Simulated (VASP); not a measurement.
# Quasiparticle energies of BeTe in VASP, part 4 of 6

How does the gap of BeTe change from the starting functional to GW? The cell is of the zinc-blende type, one of the forms listed for this formula. The start is a computed cell from the Materials Project.

VASP 6.6.1, plane waves and PAW; the level of theory is named at each step.

So far, quasiparticle gap on the mesh (eV): step 4 (evGW0) 3.06. Also gap on the k-mesh (eV): step 3 (empty bands, functional PBE) 2.01.

## Step 5: QPGW0

This step: QPGW0 on PBE; plane waves and PAW (Be_GW, Te_GW) (VASP 6.6.1).

Here the orbitals are updated too, by diagonalising a Hermitian self-energy in the bands up to NBANDSGW.

Contents of INCAR:

```
SYSTEM = BeTe
PREC = Accurate
ENCUT = 300
ISMEAR = 0
SIGMA = 0.01
LREAL = .FALSE.
GGA = PE
NBANDS = 296
ALGO = QPGW0
NELMGW = 4
ENCUTGW = 200
NOMEGA = 48
PRECFOCK = Fast
NBANDSGW = 24
LWAVE = .FALSE.
LCHARG = .FALSE.
```

Contents of POSCAR:

```
BeTe
1.0
    0.0000000000      2.8314587876      2.8314587876
    2.8314587876      0.0000000000      2.8314587876
    2.8314587876      2.8314587876      0.0000000000
Be Te
1 1
Direct
    0.0000000000      0.0000000000      0.0000000000
    0.7500000000      0.7500000000      0.7500000000
```

Contents of KPOINTS:

```
Automatic mesh
0
Gamma
6 6 6
0 0 0
```

The projector-augmented-wave data sets are Be_GW and Te_GW (PBE family, release 64).

On the command line:

```console
$ mpirun -np 8 vasp_std
```

Log:

```text
[banner, memory and clock lines left out]
running    8 mpi-ranks, on    1 nodes
 distrk:  each k-point on    8 cores,    1 groups
 distr:  one band on    1 cores,    8 groups

 POSCAR found type information on POSCAR BeTe
 POSCAR found :  2 types and       2 ions
 [... a notice as in an earlier step ...]

 [... a notice as in an earlier step ...]

 LDA part: xc-table for (Slater+PW92), standard interpolation
 found WAVECAR, reading the header
 POSCAR, INCAR and KPOINTS ok, starting setup
 FFT: planning ... GRIDC
 FFT: planning ... GRID_SOFT
 FFT: planning ... GRID
 reading WAVECAR
 the WAVECAR file was read successfully
 initial charge from wavefunction
 available memory per node:     17.47 GB, setting MAXMEM to     17892

 The Fermi energy was updated, please check that it is located mid-gap
 values below the HOMO (VB) or above the LUMO (CB) will cause erroneous energies
 E-fermi :   5.6685

 calculate exact exchange contribution
 the WAVEDER file was read successfully
energies w=
    0.000    0.000    0.619    0.000    1.236    0.000    1.847    0.000
    2.452    0.000    3.048    0.000    3.634    0.000    4.209    0.000
    4.774    0.000    5.328    0.000    5.872    0.000    6.408    0.000
    6.935    0.000    7.457    0.000    7.974    0.000    8.488    0.000
    9.002    0.000    9.517    0.000   10.035    0.000   10.560    0.000
   11.094    0.000   11.639    0.000   12.200    0.000   12.779    0.000
   13.381    0.000   14.011    0.000   14.675    0.000   15.378    0.000
   16.128    0.000   16.935    0.000   17.811    0.000   18.768    0.000
   19.824    0.000   21.001    0.000   22.327    0.000   23.838    0.000
   25.583    0.000   27.628    0.000   30.063    0.000   33.021    0.000
   36.695    0.000   41.387    0.000   47.587    0.000   56.158    0.000
   68.758    0.000   89.047    0.000  126.997    0.000  222.861    0.000
 responsefunction array rank=     304
 LDA part: xc-table for (Slater+PW92), standard interpolation

 min. memory requirement per mpi rank    521.8 MB, per node   4174.0 MB

 allocating   6 responsefunctions rank=   304
 shmem allocating  48 responsefunctions rank=   304
 response function shared by NCSHMEM nodes    1
 Doing            6  frequencies on each core in blocks of           48
NQ=   1    0.0000    0.0000    0.0000,
|.........|.........|.........|.........|.........|.........|.........|.........
 performed        731000 updates of chi_q(r,r)
 total number of BLAS operations        468.94 Gflops
NQ=   2    0.1667    0.0000    0.0000,
|.........|.........|.........|.........|.........|.........|.........|.........
 performed       2429000 updates of chi_q(r,r)
 total number of BLAS operations       1651.12 Gflops
NQ=   3    0.3333    0.0000    0.0000,
|.........|.........|.........|.........|.........|.........|.........|.........
 performed       4127000 updates of chi_q(r,r)
 total number of BLAS operations       2770.05 Gflops
NQ=   4    0.5000    0.0000    0.0000,
|.........|.........|.........|.........|.........|.........|.........|.........
 performed       5484000 updates of chi_q(r,r)
 total number of BLAS operations       3573.26 Gflops
NQ=   5    0.1667    0.1667    0.0000,
|.........|.........|.........|.........|.........|.........|.........|.........
 performed       7182000 updates of chi_q(r,r)
 total number of BLAS operations       4755.44 Gflops
NQ=   6    0.3333    0.1667    0.0000,
|.........|.........|.........|.........|.........|.........|.........|.........
 performed      10101000 updates of chi_q(r,r)
 total number of BLAS operations       6774.54 Gflops
NQ=   7    0.5000    0.1667    0.0000,
|.........|.........|.........|.........|.........|.........|.........|.........
 performed      13020000 updates of chi_q(r,r)
 total number of BLAS operations       8779.93 Gflops
NQ=   8   -0.3333    0.1667    0.0000,
|.........|.........|.........|.........|.........|.........|.........|.........
 performed      15939000 updates of chi_q(r,r)
 total number of BLAS operations      10812.79 Gflops
NQ=   9   -0.1667    0.1667    0.0000,
|.........|.........|.........|.........|.........|.........|.........|.........
 performed      18404000 updates of chi_q(r,r)
 total number of BLAS operations      12529.11 Gflops
NQ=  10    0.3333    0.3333    0.0000,
|.........|.........|.........|.........|.........|.........|.........|.........
 performed      20102000 updates of chi_q(r,r)
 total number of BLAS operations      13768.06 Gflops
NQ=  11    0.5000    0.3333    0.0000,
|.........|.........|.........|.........|.........|.........|.........|.........
 performed      23021000 updates of chi_q(r,r)
 total number of BLAS operations      15732.60 Gflops
NQ=  12   -0.3333    0.3333    0.0000,
|.........|.........|.........|.........|.........|.........|.........|.........
 performed      25486000 updates of chi_q(r,r)
 total number of BLAS operations      17323.31 Gflops
NQ=  13    0.5000    0.5000    0.0000,
|.........|.........|.........|.........|.........|.........|.........|.........
 performed      26644000 updates of chi_q(r,r)
 total number of BLAS operations      18168.33 Gflops
NQ=  14    0.5000    0.3333    0.1667,
|.........|.........|.........|.........|.........|.........|.........|.........
 performed      29990000 updates of chi_q(r,r)
 total number of BLAS operations      20388.69 Gflops
NQ=  15   -0.3333    0.3333    0.1667,
|.........|.........|.........|.........|.........|.........|.........|.........
 performed      33108000 updates of chi_q(r,r)
 total number of BLAS operations      22429.57 Gflops
NQ=  16   -0.3333    0.5000    0.1667,
|.........|.........|.........|.........|.........|.........|.........|.........
 performed      35587000 updates of chi_q(r,r)
 total number of BLAS operations      24097.77 Gflops
 resolving degeneracies of screened two electron integrals

 calculate QP shifts <psi_nk| G(iteration)W_0 |psi_nk>: iteration 1

 QP shifts <psi_nk| G(iteration)W_0 |psi_nk>: iteration 1
 NQ=           1  operations          48
 NQ=           2  operations           6
 NQ=           3  operations           6
 NQ=           4  operations          12
 NQ=           5  operations           8
 NQ=           6  operations           2
 NQ=           7  operations           2
 NQ=           8  operations           2
 NQ=           9  operations           4
 NQ=          10  operations           8
 NQ=          11  operations           2
 NQ=          12  operations           4
 NQ=          13  operations          16
 NQ=          14  operations           2
 NQ=          15  operations           2
 NQ=          16  operations           4
 allocating   6 responsefunctions rank=   304
[...]
NQ=   4    0.5000    0.0000    0.0000,
|.........|.........|.........|.........|.........|.........|.........|.........
 performed       5484000 updates of chi_q(r,r)
 total number of BLAS operations       3573.26 Gflops
NQ=   5    0.1667    0.1667    0.0000,
|.........|.........|.........|.........|.........|.........|.........|.........
 performed       7182000 updates of chi_q(r,r)
 total number of BLAS operations       4755.44 Gflops
NQ=   6    0.3333    0.1667    0.0000,
|.........|.........|.........|.........|.........|.........|.........|.........
 performed      10101000 updates of chi_q(r,r)
 total number of BLAS operations       6774.54 Gflops
NQ=   7    0.5000    0.1667    0.0000,
|.........|.........|.........|.........|.........|.........|.........|.........
 performed      13020000 updates of chi_q(r,r)
 total number of BLAS operations       8779.93 Gflops
NQ=   8   -0.3333    0.1667    0.0000,
|.........|.........|.........|.........|.........|.........|.........|.........
 performed      15939000 updates of chi_q(r,r)
 total number of BLAS operations      10812.79 Gflops
NQ=   9   -0.1667    0.1667    0.0000,
|.........|.........|.........|.........|.........|.........|.........|.........
 performed      18404000 updates of chi_q(r,r)
 total number of BLAS operations      12529.11 Gflops
NQ=  10    0.3333    0.3333    0.0000,
|.........|.........|.........|.........|.........|.........|.........|.........
 performed      20102000 updates of chi_q(r,r)
 total number of BLAS operations      13768.06 Gflops
NQ=  11    0.5000    0.3333    0.0000,
|.........|.........|.........|.........|.........|.........|.........|.........
 performed      23021000 updates of chi_q(r,r)
 total number of BLAS operations      15732.60 Gflops
NQ=  12   -0.3333    0.3333    0.0000,
|.........|.........|.........|.........|.........|.........|.........|.........
 performed      25486000 updates of chi_q(r,r)
 total number of BLAS operations      17323.31 Gflops
NQ=  13    0.5000    0.5000    0.0000,
|.........|.........|.........|.........|.........|.........|.........|.........
 performed      26644000 updates of chi_q(r,r)
 total number of BLAS operations      18168.33 Gflops
NQ=  14    0.5000    0.3333    0.1667,
|.........|.........|.........|.........|.........|.........|.........|.........
 performed      29990000 updates of chi_q(r,r)
 total number of BLAS operations      20388.69 Gflops
NQ=  15   -0.3333    0.3333    0.1667,
|.........|.........|.........|.........|.........|.........|.........|.........
 performed      33108000 updates of chi_q(r,r)
 total number of BLAS operations      22429.57 Gflops
NQ=  16   -0.3333    0.5000    0.1667,
|.........|.........|.........|.........|.........|.........|.........|.........
 performed      35587000 updates of chi_q(r,r)
 total number of BLAS operations      24097.77 Gflops
 resolving degeneracies of screened two electron integrals

 QP shifts <psi_nk| G(iteration)W_0 |psi_nk>: iteration 3
 NQ=           1  operations          48
 NQ=           2  operations           6
 NQ=           3  operations           6
 NQ=           4  operations          12
 NQ=           5  operations           8
 NQ=           6  operations           2
 NQ=           7  operations           2
 NQ=           8  operations           2
 NQ=           9  operations           4
 NQ=          10  operations           8
 NQ=          11  operations           2
 NQ=          12  operations           4
 NQ=          13  operations          16
 NQ=          14  operations           2
 NQ=          15  operations           2
 NQ=          16  operations           4
 allocating   6 responsefunctions rank=   304
 shmem allocating  48 responsefunctions rank=   304
 response function shared by NCSHMEM nodes    1
 Doing            6  frequencies on each core in blocks of           48
NQ=   1    0.0000    0.0000    0.0000,
|.........|.........|.........|.........|.........|.........|.........|.........
 performed        731000 updates of chi_q(r,r)
 total number of BLAS operations        468.94 Gflops
NQ=   2    0.1667    0.0000    0.0000,
|.........|.........|.........|.........|.........|.........|.........|.........
 performed       2429000 updates of chi_q(r,r)
 total number of BLAS operations       1651.12 Gflops
NQ=   3    0.3333    0.0000    0.0000,
|.........|.........|.........|.........|.........|.........|.........|.........
 performed       4127000 updates of chi_q(r,r)
 total number of BLAS operations       2770.05 Gflops
NQ=   4    0.5000    0.0000    0.0000,
|.........|.........|.........|.........|.........|.........|.........|.........
 performed       5484000 updates of chi_q(r,r)
 total number of BLAS operations       3573.26 Gflops
NQ=   5    0.1667    0.1667    0.0000,
|.........|.........|.........|.........|.........|.........|.........|.........
 performed       7182000 updates of chi_q(r,r)
 total number of BLAS operations       4755.44 Gflops
NQ=   6    0.3333    0.1667    0.0000,
|.........|.........|.........|.........|.........|.........|.........|.........
 performed      10101000 updates of chi_q(r,r)
 total number of BLAS operations       6774.54 Gflops
NQ=   7    0.5000    0.1667    0.0000,
|.........|.........|.........|.........|.........|.........|.........|.........
 performed      13020000 updates of chi_q(r,r)
 total number of BLAS operations       8779.93 Gflops
NQ=   8   -0.3333    0.1667    0.0000,
|.........|.........|.........|.........|.........|.........|.........|.........
 performed      15939000 updates of chi_q(r,r)
 total number of BLAS operations      10812.79 Gflops
NQ=   9   -0.1667    0.1667    0.0000,
|.........|.........|.........|.........|.........|.........|.........|.........
 performed      18404000 updates of chi_q(r,r)
 total number of BLAS operations      12529.11 Gflops
NQ=  10    0.3333    0.3333    0.0000,
|.........|.........|.........|.........|.........|.........|.........|.........
 performed      20102000 updates of chi_q(r,r)
 total number of BLAS operations      13768.06 Gflops
NQ=  11    0.5000    0.3333    0.0000,
|.........|.........|.........|.........|.........|.........|.........|.........
 performed      23021000 updates of chi_q(r,r)
 total number of BLAS operations      15732.60 Gflops
NQ=  12   -0.3333    0.3333    0.0000,
|.........|.........|.........|.........|.........|.........|.........|.........
 performed      25486000 updates of chi_q(r,r)
 total number of BLAS operations      17323.31 Gflops
NQ=  13    0.5000    0.5000    0.0000,
|.........|.........|.........|.........|.........|.........|.........|.........
 performed      26644000 updates of chi_q(r,r)
 total number of BLAS operations      18168.33 Gflops
NQ=  14    0.5000    0.3333    0.1667,
|.........|.........|.........|.........|.........|.........|.........|.........
 performed      29990000 updates of chi_q(r,r)
 total number of BLAS operations      20388.69 Gflops
NQ=  15   -0.3333    0.3333    0.1667,
|.........|.........|.........|.........|.........|.........|.........|.........
 performed      33108000 updates of chi_q(r,r)
 total number of BLAS operations      22429.57 Gflops
NQ=  16   -0.3333    0.5000    0.1667,
|.........|.........|.........|.........|.........|.........|.........|.........
 performed      35587000 updates of chi_q(r,r)
 total number of BLAS operations      24097.77 Gflops
 resolving degeneracies of screened two electron integrals

 QP shifts <psi_nk| G(iteration)W_0 |psi_nk>: iteration 4
 NQ=           1  operations          48
 NQ=           2  operations           6
 NQ=           3  operations           6
 NQ=           4  operations          12
 NQ=           5  operations           8
 NQ=           6  operations           2
 NQ=           7  operations           2
 NQ=           8  operations           2
 NQ=           9  operations           4
 NQ=          10  operations           8
 NQ=          11  operations           2
 NQ=          12  operations           4
 NQ=          13  operations          16
 NQ=          14  operations           2
 NQ=          15  operations           2
 NQ=          16  operations           4
 entering main loop
```

Wall time 40 min (8 MPI ranks of AMD EPYC 9R14 (Zen 4), shared host); peak memory 4.4 GiB.

Parts of OUTCAR (step 5):

```text
   NELECT =       8.0000    total number of electrons

 E-fermi :   5.6685

 QP shifts <psi_nk| G(iteration)W_0 |psi_nk>: iteration 1
 k-point   1 :       0.0000    0.0000    0.0000
  band No. DFT-energies  QP-energies  QP-e(diag)   sigma(DFT)    Z            occupation
      1      -7.5302      -8.4634      -8.4599      -8.8405       0.7095       2.0000
      2       4.6624       3.8032       3.8090       3.5731       0.7835       2.0000
      3       4.6624       3.8032       3.8090       3.5731       0.7835       2.0000
      4       4.6624       3.8032       3.8090       3.5731       0.7835       2.0000
      5       8.2902       8.5362       8.5427       8.6183       0.7695       0.0000
      6       8.2902       8.5362       8.5427       8.6183       0.7695       0.0000
      7       8.2902       8.5362       8.5427       8.6183       0.7695       0.0000
      8       8.3605       8.6986       8.7097       8.8114       0.7745       0.0000
    ...

 k-point   2 :       0.1667    0.0000    0.0000
  band No. DFT-energies  QP-energies  QP-e(diag)   sigma(DFT)    Z            occupation
      1      -7.2778      -8.1899      -8.1857      -8.5541       0.7114       2.0000
      2       2.7008       1.8087       1.8197       1.5465       0.7634       2.0000
      3       4.2941       3.4337       3.4436       3.2035       0.7799       2.0000
      4       4.2941       3.4337       3.4436       3.2035       0.7799       2.0000
      5       8.0977       8.3264       8.3477       8.4210       0.7733       0.0000
      6       8.8231       9.0738       9.0772       9.1547       0.7665       0.0000
      7       8.8231       9.0738       9.0772       9.1547       0.7665       0.0000
      8      10.3502      10.6175      10.6296      10.7208       0.7541       0.0000
    ...

     24      35.3433      35.3433      35.3433      35.3433       1.0000       0.0000

 QP shifts <psi_nk| G(iteration)W_0 |psi_nk>: iteration 2
 k-point   1 :       0.0000    0.0000    0.0000
  band No. DFT-energies  QP-energies  QP-e(diag)   sigma(DFT)    Z            occupation
      1      -8.4634      -8.7096      -8.7084      -8.8079       0.7113       2.0000
      2       3.8032       3.6521       3.6606       3.6213       0.7839       2.0000
      3       3.8032       3.6521       3.6606       3.6213       0.7839       2.0000
      4       3.8032       3.6521       3.6606       3.6213       0.7839       2.0000
      5       8.5362       8.5482       8.5625       8.5703       0.7721       0.0000
      6       8.5362       8.5482       8.5625       8.5703       0.7721       0.0000
      7       8.5362       8.5482       8.5625       8.5703       0.7721       0.0000
      8       8.6986       8.7433       8.7462       8.7600       0.7762       0.0000
    ...

 QP shifts <psi_nk| G(iteration)W_0 |psi_nk>: iteration 3
 k-point   1 :       0.0000    0.0000    0.0000
  band No. DFT-energies  QP-energies  QP-e(diag)   sigma(DFT)    Z            occupation
      1      -8.7096      -8.7806      -8.7798      -8.8085       0.7096       2.0000
      2       3.6521       3.6119       3.6210       3.6125       0.7840       2.0000
      3       3.6521       3.6119       3.6210       3.6125       0.7840       2.0000
      4       3.6521       3.6119       3.6210       3.6125       0.7840       2.0000
      5       8.5482       8.5445       8.5594       8.5627       0.7726       0.0000
      6       8.5482       8.5445       8.5594       8.5627       0.7726       0.0000
      7       8.5482       8.5445       8.5594       8.5627       0.7726       0.0000
      8       8.7433       8.7438       8.7454       8.7460       0.7769       0.0000
    ...

 QP shifts <psi_nk| G(iteration)W_0 |psi_nk>: iteration 4
 k-point   1 :       0.0000    0.0000    0.0000
  band No. DFT-energies  QP-energies  QP-e(diag)   sigma(DFT)    Z            occupation
      1      -8.7806      -8.8046      -8.8038      -8.8133       0.7101       2.0000
      2       3.6119       3.5956       3.6047       3.6028       0.7845       2.0000
      3       3.6119       3.5956       3.6047       3.6028       0.7845       2.0000
      4       3.6119       3.5956       3.6047       3.6028       0.7845       2.0000
      5       8.5445       8.5400       8.5548       8.5578       0.7727       0.0000
      6       8.5445       8.5400       8.5548       8.5578       0.7727       0.0000
      7       8.5445       8.5400       8.5548       8.5578       0.7727       0.0000
      8       8.7438       8.7380       8.7394       8.7382       0.7772       0.0000
    ...

[... 16 parts as in an earlier step ...]

[... 29 further parts left out ...]
```

This step gave:

```yaml
quasiparticle_gap_on_the_mesh: 3.093 eV
smallest_direct_quasiparticle_gap_on_the_mesh: 4.944 eV
```

QP gap by iteration, by row:

```tsv
iteration	gap (eV)	direct gap (eV)
1	2.905	4.733
2	3.041	4.896
3	3.076	4.933
4	3.093	4.944
```

GW takes the gap from 2.012 to 3.093 eV. That is +30 meV against evGW0 on PBE. The last pass still moved it by +16 meV. Spin-orbit coupling is left out. The value holds for 296 bands, ENCUTGW = 200 eV and this mesh, and isn't shown to be converged in them.

(Part 4 of 6 ends here.)

[Lines on the potential files, build, host, timing and source positions are cut from VASP's logs without a mark.]

[Logs are printed without paths, hosts, clocks, repeated set-up lines and the standing remarks that a program may print on its own settings, such as how far it seeks lower states.]

[Hosts, paths, dates, database ids (printed as entryN), source tags and the programs' standing remarks are cut or masked in the printed files.]

[Pressures printed for these runs are not shown converged in the cutoff: they can be off by several GPa and have the wrong sign.]
